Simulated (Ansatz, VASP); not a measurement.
# One calculation of AlN, two programs

```xyz
2
Lattice="0.0000 2.0552 2.4663 2.0552 0.0000 2.4663 2.0552 2.0552 0.0000" Properties=species:S:1:pos:R:3 pbc="T T T"
Al    0.0000    0.0000    0.0000
N     3.0828    3.0828    3.6994
```

Alike in both runs: task single point; functional PBE; k mesh 10 × 10 × 10; occupations gaussian, width 0.05 eV; no spin polarisation.

|  | VASP | Ansatz |
| --- | --- | --- |
| version | VASP 6.6.1 | Ansatz 0.2.0 |
| potentials or method | VASP PAW PBE potentials, release 64 (Al, N) | scalar-relativistic, plane waves, PAW |
| plane-wave cutoff (eV) | 520 | 420 |
| valence electrons in the cell | 8 | 8 |

```csv
,VASP,Ansatz,Ansatz less VASP
gap on the k mesh at the Fermi level (eV),2.63,2.64,+0.010
least direct gap on the mesh (eV),3.50,3.50,-0.007
pressure (GPa),2.5,2.8,+0.28
largest component of the traceless stress (GPa),27.07,26.95,-0.126
```

With one functional, cell and mesh, what is left measures potentials, basis and numerics.

A k mesh can miss the band edges. As with any semilocal functional, this PBE gap is likely too small.
